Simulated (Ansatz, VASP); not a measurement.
## ZnO in VASP and in Ansatz

```xyz
4
Lattice="3.2797 0.0000 0.0000 -1.6399 2.8403 0.0000 0.0000 0.0000 5.2938" Properties=species:S:1:pos:R:3 pbc="T T T"
Zn    0.0000    1.8935    0.0078
Zn    1.6399    0.9468    2.6547
O     0.0000    1.8935    2.0149
O     1.6399    0.9468    4.6618
```

Alike in both runs: functional PBE; k mesh 9 × 9 × 6; occupations gaussian, width 0.02 eV; no spin polarisation.

Ansatz relaxed the structure, and its values are those at the end. VASP's run is a single point on that final structure, the one shown.

|  | VASP | Ansatz |
| --- | --- | --- |
| version | VASP 6.6.1 | Ansatz 0.2.0 |
| potentials or method | VASP PAW PBE potentials, release 64 (Zn, O) | scalar-relativistic, plane waves, PAW |
| plane-wave cutoff (eV) | 520 | 520 |
| valence electrons in the cell | 36 | 36 |

VASP gave:

```
gap on the k mesh at the Fermi level (eV) : 0.73
least direct gap on the mesh (eV)         : 0.73
pressure (GPa)                            : 0.9
```

Task: Which values does Ansatz return?

Result: gap on the k mesh at the Fermi level (eV): 0.74; least direct gap on the mesh (eV): 0.74; pressure (GPa): 0.0.

The functional is the same, so the differences come from potentials, cutoffs and numerics.

As with any semilocal functional, this PBE gap is likely too small.
